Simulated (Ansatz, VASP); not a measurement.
# Two plane-wave programs on Be

```
Be
1.0
     1.12949    0.65211    5.36025
    -1.12949    0.65211    5.36025
     0.00000   -1.30422    5.36025
Be
3
Direct
  0.00000 0.00000 0.00000
  0.22159 0.22159 0.22159
  0.77841 0.77841 0.77841
```

Alike in both runs: functional r2SCAN; k mesh 9 × 9 × 9; occupations gaussian, width 0.1 eV; no spin polarisation.

Ansatz relaxed the structure, and its values are those at the end. VASP's run is a single point on that final structure, the one shown.

|  | VASP | Ansatz |
| --- | --- | --- |
| version | VASP 6.6.1 | Ansatz 0.2.0 |
| potentials or method | VASP PAW PBE potentials, release 64 (Be) | scalar-relativistic, plane waves, PAW |
| plane-wave cutoff (eV) | 520 | 500 |
| valence electrons in the cell | 6 | 6 |

Ansatz gave:

```
gap on the k mesh at the Fermi level (eV) : none
pressure (GPa)                            : 0.0
```

Which values does VASP return?

gap on the k mesh at the Fermi level (eV): none; pressure (GPa): 0.2.

A gap of «none» marks a metal or a gap that the smearing closes.

Caveats: the PAW data sets were made with another functional, which shifts forces and pressure a little (VASP).
